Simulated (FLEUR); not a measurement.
The system is In.

```
CELL_PARAMETERS angstrom
-1.88253 1.88253 1.88253
1.88253 -1.88253 1.88253
1.88253 1.88253 -1.88253
ATOMIC_POSITIONS crystal
In 0.00000 0.00000 0.00000
```

This isn't the form of In at room conditions, which is tetragonal.

```yaml
Program: FLEUR MaX-R8.1 (later development tree)
Task: single point
Functional: PBE
Potentials_or_basis: all-electron
Basis: FLAPW
Kmax: 3.8 1/bohr
k_mesh: 10 × 10 × 10
Occupations: fermi-dirac, width 0.05 eV
Spin: no spin polarisation
Gmax: 11.8 1/bohr
Muffin-tin_radii: In 2.66 bohr
lmax: In 11
Local_orbitals_a_species: In 5
Max_iterations: 60
Mixing_factor: 0.05
Mixer: Anderson
Mixer_history: 15
Density_convergence: 1e-05 me/bohr^3
```

On this cell: band gap on the k mesh none (metal or under the smearing width).

The same run follows on a disturbed copy (cell strained at random at fixed volume):

```xyz
1
Lattice="-1.8698 1.8571 1.9139 1.8335 -1.9128 1.9333 1.8585 1.9016 -1.9695" Properties=species:S:1:pos:R:3 pbc="T T T"
In   -0.0011    0.0068   -0.0073
```

Question: What does the disturbed cell give?

Answer: The energy (extrapolated to zero smearing) moves by +1.7 meV/atom; band gap on the k mesh none (metal or under the smearing width).
